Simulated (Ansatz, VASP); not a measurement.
## BP in two plane-wave programs

One calculation is typed for both programs; each brings its own data sets and cutoff. How far apart do they land? The cell is taken from a series of VASP runs on this material, whose earlier steps may have relaxed, scaled or displaced it; both programs get it as it stands.

Method: plane waves, with VASP 6.6.1 beside it; relaxation of cell and atoms at PBEsol with D3(BJ), in Ansatz 0.2.0.

## (1) Starting point

Symmetry: F-43m, No. 216, cubic system. The conventional cell has a = 4.490 Å, b = 4.490 Å, c = 4.490 Å, α = 90.00°, β = 90.00°, γ = 90.00°. P has 4 B at 1.94 Å nearest. Nearest to B lie 4 P at 1.94 Å. Farther neighbours are not listed.

## (2) Ansatz: relaxation of cell and atoms, PBEsol with D3(BJ)

Ansatz runs on its default PAW (the set named soft_2) files.

The relaxed volume is the usual yardstick between codes: its relative difference is about their pressure difference at one cell divided by the bulk modulus.

input.yaml reads:

```yaml
crystal:
  lattice:
    - [0.0, 2.2449485403, 2.2449485403]
    - [2.2449485403, 0.0, 2.2449485403]
    - [2.2449485403, 2.2449485403, 0.0]
  atoms:
    - { symbol: P, position: [0.75, 0.75, 0.75] }
    - { symbol: B, position: [0.0, 0.0, 0.0] }
hamiltonian:
  xc: pbesol
  pseudopotentials: { kind: paw }
  dispersion: d3bj
kpoints:
  mp_grid: { grid: [8, 8, 8] }
scf:
  occupations: { method: gaussian, width: 0.03 }
relax:
  f_tol: 0.01
  max_steps: 60
  cell: { stress_tol: 0.05 }
output:
  forces: true
  stress: true
```

Command:

```bash
$ ansatz run input.yaml --threads 4 --pin off --max-ram 9216MiB --backend cpu --events-out ev --progress --plain --runs-dir out
```

Numbers of over 12 decimals in the logs are rounded to 6 here.

Log:

```text
Engine: ansatz 0.2.0, aarch64-unknown-linux-gnu
Pseudopotentials: kind: paw
Pseudopotential: P, paw, valence charge 5, recommended cutoff 420 eV (normal), P.paw.azcp
Pseudopotential: B, paw, valence charge 3, recommended cutoff 420 eV (normal), B.paw.azcp
Functional definition: PBEsol
  exchange = pbesol_x
  correlation = pbesol_c
Crystal: 2 atoms, lattice volume = 22.628 Å³
Basis set: ecut = 420 eV, 459 PW (Γ), exchange–correlation on 48×48×48 points (8 copies of the dense FFT grid, shifted against one another)
Bands: 8, of which v1, the nominal top of the filled ones, is band 4 counted from 1 (3 counted from 0)
Symmetry: 24 space group operations
Space group: F-43m (ITA 216), of the structure as read, at distance tolerance 2.8e-5 Å
k-points: 29 of 512 (time reversal used)
Non-local potential: P, projectors of the file, l = 0: 2, l = 1: 2, l = 2: 2
Non-local potential: B, projectors of the file, l = 0: 2, l = 1: 2, l = 2: 1
PAW form: soft (Blöchl's): semilocal exchange-correlation on the pseudo side does not see the compensation charge
PAW frozen core: P, regenerated for the run's functional, and the local potential with it (the file was generated under x = pbe(κ = 0.804, μ = 0.219515), c = pbe(β = 0.066725))
PAW frozen core: B, regenerated for the run's functional, and the local potential with it (the file was generated under x = pbe(κ = 0.804, μ = 0.219515), c = pbe(β = 0.066725))
PAW one-centre angular grid: P, 110 points (default); XC on 64 Gauss nodes
PAW one-centre angular grid: B, 110 points (default); XC on 64 Gauss nodes
Initial density: superposition of atomic densities (neutral atoms: chi_scale 0, normalization atom), corrected by the library's trained network
Initial wavefunctions: pseudopotential atomic-orbital guess
Functional: x = pbesol(κ = 0.804, μ = 0.123457), c = pbesol(β = 0.046)
SCF iter   1: F=—  HF=-894.101321 eV  |F-HF|=—  |Δ(HF+E_count)|=         —  Δρ=4.63e-3  dr2=5.79e-3  ethr=1.77e-3  ⟨swp⟩=6.2  Hψ=2141  notcnv=0
preconditioner: auto → none  [insulator: Δε(μ)=1.095 eV  Ē_g=12.989 eV  σ=0.030 eV  W_gap=1.00  n_scr=0 (ndim 8)  ℏωp=22.1 eV  f_vac=0.000  D(μ)=0.00/eV (n_scr^D=0)  ε∞_Penn≈3.9]
SCF iter   2: F=—  HF=-894.099976 eV  |F-HF|=—  |Δ(HF+E_count)|=   1.35e-3  Δρ=1.65e-3  dr2=6.41e-4  ethr=7.24e-5  ⟨swp⟩=2.5  Hψ=628  notcnv=0
SCF iter   3: F=—  HF=-894.099831 eV  |F-HF|=—  |Δ(HF+E_count)|=   1.45e-4  Δρ=5.44e-4  dr2=5.70e-5  ethr=8.01e-6  ⟨swp⟩=2.4  Hψ=348  notcnv=0
SCF iter   4: F=—  HF=-894.099832 eV  |F-HF|=—  |Δ(HF+E_count)|=   9.35e-7  Δρ=1.26e-4  dr2=1.81e-6  ethr=7.12e-7  ⟨swp⟩=2.0  Hψ=348  notcnv=0
SCF iter   5: F=—  HF=-894.099833 eV  |F-HF|=—  |Δ(HF+E_count)|=   1.02e-6  Δρ=2.91e-5  dr2=2.39e-7  ethr=2.27e-8  ⟨swp⟩=2.5  Hψ=344  notcnv=0
SCF iter   6: F=-894.099833 eV  HF=-894.099833 eV  |F-HF|=1.52e-8  |Δ(HF+E_count)|=   7.18e-8  Δρ=8.93e-6  dr2=2.12e-8  ethr=1.25e-9  ⟨swp⟩=4.0  Hψ=693  notcnv=0
SCF 1 converged in 6 iterations: F = -894.099833 eV  dr2 = 2.12e-8
  greatest PAW one-centre occupation: 0.773 electrons in one spin orbital (limit 2), on the P atom at site 0 (counted from 0), in its partial waves of l = 0
relax step   1: F+E_penalty+E_count = -894.09983307 eV  Δ(F+E_penalty+E_count) = +0.000e0 eV  max|allowed force component| = 2.868e-16 eV/Å  Δτ_max = 0.0000 Å  P = -0.145 GPa  Ω = 22.628 Å³  (6 SCF iters, dr2 threshold 1.00e-7 eV, accepted)
[...]
relax step   2: F+E_penalty+E_count = -894.09984861 eV  Δ(F+E_penalty+E_count) = -1.554e-5 eV  max|allowed force component| = 5.551e-17 eV/Å  Δτ_max = 0.0000 Å  P = -0.066 GPa  Ω = 22.618 Å³  energy of the carried Pulay correction = +8.963e-6 eV  (3 SCF iters, dr2 threshold 5.26e-8 eV, accepted)
[...]
relax step   3: F+E_penalty+E_count = -894.09985787 eV  Δ(F+E_penalty+E_count) = -9.260e-6 eV  max|allowed force component| = 5.551e-17 eV/Å  Δτ_max = 0.0000 Å  P = -0.000 GPa  Ω = 22.610 Å³  energy of the carried Pulay correction = +1.649e-5 eV  (3 SCF iters, dr2 threshold 1.10e-8 eV, accepted)
[...]
relax step   4: F+E_penalty+E_count = -894.09985787 eV  Δ(F+E_penalty+E_count) = -9.712e-10 eV  max|allowed force component| = 9.946e-17 eV/Å  Δτ_max = 0.0000 Å  P = -0.001 GPa  Ω = 22.610 Å³  stress off target by 8.92e-4 GPa  SCF on the basis re-selected at this cell (its energy is not comparable with the rows above)  (4 SCF iters)
basis re-selected at this cell: Δ(F+E_penalty+E_count) = -9.712e-10 eV, ΔP = -0.001 GPa vs the last step (what re-selecting the basis moved, of the pressure what is left beyond the Pulay correction that the steps carried, after the strain that the cell walked since its last selection, with what the two solves' SCF thresholds leave and, on support functions, any second-order correction that the steps lacked; it is no  [...]
SCF converged after 4 iterations
Free energy (F): -894.099858 eV
Harris-Foulkes:  -894.099858 eV  (|F-HF|=6.37e-12)
Internal energy: -894.099858 eV  (E = F + TS)
E sigma→0 (E₀):  -894.099858 eV
Fermi energy:    10.240989 eV
--- Per-component energies (eV) ---
  E_band       = 24.284455
  E_kinetic    = 123.066015
  E_local      = -65.395078  (includes V_loc(G=0)·N_el)
  E_nonlocal   = 45.436782
  E_hartree    = 16.341355
  E_xc         = -94.753451
  E_vxc        = -101.079972  (∫ρ·V_xc dr)
  E_paw        = -629.709267  (= ΣΔE_a)
  E_vpaw       = -10.425995  (= ΣTr[D̂ρ^β])
  E_aug_tail   = 0.000000  (compensation charges beyond the density's cutoff)
  E_ewald      = -288.628713
  E_disp       = -0.518308  (pairwise vdW)
  E_core_change = 0.060807  (= ΣΔE_core)
  E_smearing   = -0.000000  (= −TS)
  E_closure    = 0.000000  (closes the sum)
  Σ components = -894.099858   (vs F -894.099858, Δ=0.00e0)
--- Forces (eV/Å), atoms counted from 1 ---
  atom   1  P      0.00000000     0.00000000    -0.00000000
  atom   2  B      0.00000000    -0.00000000     0.00000000
  max |Σ_I F_I| component: 1.34e-16 eV/Å
--- Stress (GPa, compression-positive) ---
       -0.000892      -0.000000      -0.000000
       -0.000000      -0.000892       0.000000
       -0.000000       0.000000      -0.000892
  P = ⅓ Tr σ = -0.0009 GPa (-0.009 kbar)
--- Relaxed structure (3 steps of the walk, 3 accepted, 1 SCFs on fresh bases) ---
  F+E_penalty+E_count = -894.09985787 eV   max|allowed force component| = 9.946e-17 eV/Å   (the final SCF, on the basis selected at the relaxed cell)
  cell:  # Å, volume = 22.6097 Å³
    - [0, 2.244338, 2.244338]
    - [2.244338, 0, 2.244338]
    - [2.244338, 2.244338, 0]
  atoms:
    - { symbol: P, position: [0.750000, 0.750000, 0.750000] }
    - { symbol: B, position: [0, 0, 0] }
```

Run time: 1.2 s. Hardware: 4 threads of Arm Neoverse V1, shared host; peak memory 0.28 GiB; 3 s of CPU time.

## (3) VASP: relaxation of cell and atoms, PBEsol with D3(BJ)

The same cell, functional, mesh and smearing now go to VASP, with its own data sets and cutoff.

Lines of VASP's logs that name or quote its potential files are left out, and so is its time.

INCAR reads:

```
SYSTEM = BP
PREC = Accurate
ENCUT = 450
EDIFF = 1E-06
NELM = 100
ISMEAR = 0
SIGMA = 0.03
LREAL = .FALSE.
ALGO = Normal
GGA = PS
IVDW = 12
NBANDS = 10
LORBIT = 11
LWAVE = .FALSE.
LCHARG = .FALSE.
KPAR = 2
IBRION = 2
NSW = 50
ISIF = 3
EDIFFG = -0.01
```

POSCAR reads:

```
BP
1.0
    0.0000000000      2.2449485403      2.2449485403
    2.2449485403      0.0000000000      2.2449485403
    2.2449485403      2.2449485403      0.0000000000
P B
1 1
Direct
    0.7500000000      0.7500000000      0.7500000000
    0.0000000000      0.0000000000      0.0000000000
```

KPOINTS reads:

```
Automatic mesh
0
Gamma
8 8 8
0 0 0
```

The projector-augmented-wave data sets are P and B (PBE family, release 64).

Command:

```bash
$ mpirun -np 2 vasp_std
```

Log:

```text
[banner, memory and clock lines left out]
running    2 mpi-ranks, on    1 nodes
 distrk:  each k-point on    1 cores,    2 groups
 distr:  one band on    1 cores,    1 groups

 POSCAR found type information on POSCAR P B
 POSCAR found :  2 types and       2 ions
|                                                                             |
|               ----> ADVICE to this user running VASP <----                  |
|                                                                             |
|     You enforced a specific xc type in the INCAR file but a different       |
|     [... a line on the potential file left out ...]
|     I HOPE YOU KNOW WHAT YOU ARE DOING!                                     |
|                                                                             |

 LDA part: xc-table for (Slater+PW92), standard interpolation
 POSCAR, INCAR and KPOINTS ok, starting setup
 FFT: planning ... GRIDC
 FFT: planning ... GRID_SOFT
 FFT: planning ... GRID
 WAVECAR not read
 entering main loop
       N       E                     dE             d eps       ncg     rms          rms(c)
DAV:   1     0.566140994606E+01    0.56614E+01   -0.36003E+03   580   0.636E+02
DAV:   2    -0.139878074382E+02   -0.19649E+02   -0.18947E+02   822   0.105E+02
DAV:   3    -0.144418356182E+02   -0.45403E+00   -0.45329E+00   688   0.143E+01
DAV:   4    -0.144437324169E+02   -0.18968E-02   -0.18966E-02   726   0.108E+00
DAV:   5    -0.144437411717E+02   -0.87548E-05   -0.87547E-05   698   0.669E-02    0.736E+00
DAV:   6    -0.137842894599E+02    0.65945E+00   -0.14359E+00   642   0.558E+00    0.395E+00
DAV:   7    -0.136749964044E+02    0.10929E+00   -0.27871E-01   730   0.278E+00    0.124E+00
DAV:   8    -0.136652370692E+02    0.97593E-02   -0.28596E-02   682   0.988E-01    0.190E-01
DAV:   9    -0.136653622045E+02   -0.12514E-03   -0.66240E-04   660   0.191E-01    0.108E-01
DAV:  10    -0.136654216433E+02   -0.59439E-04   -0.12274E-04   690   0.700E-02    0.230E-02
DAV:  11    -0.136654250895E+02   -0.34462E-05   -0.45605E-06   738   0.140E-02    0.256E-02
DAV:  12    -0.136654254366E+02   -0.34703E-06   -0.17102E-06   420   0.657E-03
   1 F= -.14183174E+02 E0= -.14183174E+02  d E =-.141832E+02
 curvature:   0.00 expect dE= 0.000E+00 dE for cont linesearch  0.000E+00
 trial: gam= 0.00000 g(F)=  0.138E-47 g(S)=  0.149E-07 ort = 0.000E+00 (trialstep = 0.100E+01)
 search vector abs. value=  0.150E-07
 reached required accuracy - stopping structural energy minimisation
```

OUTCAR, selected parts (step 3):

```text
ion  position               nearest neighbor table
   1  0.750  0.750  0.750-   2 1.94   2 1.94   2 1.94   2 1.94
   2  0.000  0.000  0.000-   1 1.94   1 1.94   1 1.94   1 1.94

  LATTYP: Found a face centered cubic cell.
 ALAT       =     4.4898970806

 Subroutine GETGRP returns: Found 24 space group operations
 (whereof 24 operations were pure point group operations)

The static configuration has the point symmetry T_d .

 Found     29 irreducible k-points:

   k-points           NKPTS =     29   k-points in BZ     NKDIM =     29   number of bands    NBANDS=     10

   dimension x,y,z NGX =    24 NGY =   24 NGZ =   24
   dimension x,y,z NGXF=    48 NGYF=   48 NGZF=   48

   ENCUT  =  450.0 eV  33.07 Ry    5.75 a.u.   5.49  5.49  5.49*2*pi/ulx,y,z

   NELECT =       8.0000    total number of electrons

 k-points in reciprocal lattice and weights: Automatic mesh
   0.00000000  0.00000000  0.00000000       0.002
   0.12500000  0.00000000  0.00000000       0.016
   0.25000000  0.00000000  0.00000000       0.016
   0.37500000  0.00000000  0.00000000       0.016
   0.50000000  0.00000000  0.00000000       0.008
   0.12500000  0.12500000  0.00000000       0.012
   0.25000000  0.12500000  0.00000000       0.047
   0.37500000  0.12500000  0.00000000       0.047
   0.50000000  0.12500000  0.00000000       0.047
[...]
-0.37500000  0.50000000  0.12500000       0.023
  -0.25000000  0.50000000  0.25000000       0.012

 average (electrostatic) potential at core
       1 -80.8036       2 -24.4207

 E-fermi :   7.9225

 k-point     1 :       0.0000    0.0000    0.0000
  band No.  band energies     occupation
      1      -7.9981      2.00000
      2       7.7888      2.00000
      3       7.7888      2.00000
      4       7.7888      2.00000
      5      11.1942      0.00000
      6      11.1942      0.00000
      7      11.1942      0.00000
      8      15.6199      0.00000
      9      19.2539      0.00000
    ...

 k-point     2 :       0.1250    0.0000    0.0000
  band No.  band energies     occupation
      1      -7.7087      2.00000
      2       5.8840      2.00000
      3       7.3439      2.00000
      4       7.3439      2.00000
      5      11.7727      0.00000
      6      11.8074      0.00000
      7      11.8074      0.00000
      8      16.3459      0.00000
      9      19.0269      0.00000
    ...

 k-point     3 :       0.2500    0.0000    0.0000
  band No.  band energies     occupation
      1      -6.8578      2.00000
      2       2.8119      2.00000
      3       6.6357      2.00000
      4       6.6357      2.00000
      5      11.8966      0.00000
      6      12.5766      0.00000
      7      12.5766      0.00000
      8      17.5945      0.00000
      9      18.7616      0.00000
    ...

 Edisp (eV)   -0.51775

  Total      -0.00045    -0.00045    -0.00045    -0.00000     0.00000     0.00000
  in kB      -0.03209    -0.03209    -0.03209    -0.00000     0.00000     0.00000
  external pressure =       -0.03 kB  Pullay stress =        0.00 kB

  energy-cutoff  :      450.00
  volume of cell :       22.63
      direct lattice vectors                 reciprocal lattice vectors
     0.000000000  2.244948540  2.244948540    -0.222722254  0.222722254  0.222722254
     2.244948540  0.000000000  2.244948540     0.222722254 -0.222722254  0.222722254
     2.244948540  2.244948540  0.000000000     0.222722254  0.222722254 -0.222722254

 POSITION                                       TOTAL-FORCE (eV/Angst)
 -----------------------------------------------------------------------------------
      3.36742      3.36742      3.36742        -0.000000     -0.000000     -0.000000
      0.00000      0.00000      0.00000         0.000000      0.000000      0.000000
 -----------------------------------------------------------------------------------
    total drift:                               -0.000000     -0.000000     -0.000000

  FREE ENERGIE OF THE ION-ELECTRON SYSTEM (eV)
  ---------------------------------------------------
  free  energy   TOTEN  =       -14.1831736805 eV

  energy  without entropy=      -14.1831736805  energy(sigma->0) =      -14.18317368

 reached required accuracy - stopping structural energy minimisation

 total charge
# of ion       s       p       d       tot
------------------------------------------
    1        0.990   1.591   0.000   2.580
    2        0.671   1.308   0.000   1.979
--------------------------------------------------
tot          1.660   2.899   0.000   4.559

[... 3 further parts left out ...]
```

## (4) Differences

Known differences besides the potentials themselves: both relaxations stop at a tolerance, which leaves soft axes loose, and VASP keeps its plane-wave basis; the cutoff is 420 eV in Ansatz and 450 eV in VASP; Ansatz makes its cores anew for this functional, VASP keeps those of its PBE data sets; VASP leaves aspherical gradient terms in its spheres out (LASPH is not set), Ansatz keeps them; Ansatz adds a Pulay correction to the stress that steers its cell, VASP none. Total energies have different zeros and are not compared.

The two programs side by side:

| quantity | Ansatz | VASP | difference |
| --- | --- | --- | --- |
| volume (Å³) | 22.61 | 22.63 | -0.08 % |
| edge a after relaxation, in the typed setting (Å) | 3.174 | 3.175 | -0.03 % |

The walks stopped with 0.00 GPa left in Ansatz and 0.00 GPa in VASP; each walk ends within a tolerance, so the volume difference is uncertain by about these residues over the bulk modulus, most in soft cells.

## (5) What came out

```yaml
difference_in_volume_relaxation_of_cell_and_atoms_pbesol_with_d3_bj: -0.082 %
```

What this shows: The difference in volume is -0.082 % (relaxation of cell and atoms, PBEsol with D3(BJ)), within the 1.2 % picked in this series as the mark of a large difference, as far as the stopping tolerances let one tell. Such differences can come from data sets, numerical settings and the points named under the comparisons, not from the functional's error against experiment.

[Lines on the potential files, build, host, timing and source positions are cut from VASP's logs without a mark.]

[Logs are printed without paths, hosts, clocks, repeated set-up lines and the standing remarks that a program may print on its own settings, such as how far it seeks lower states.]

[Hosts, paths, dates, database ids (printed as entryN), source tags and the programs' standing remarks are cut or masked in the printed files.]
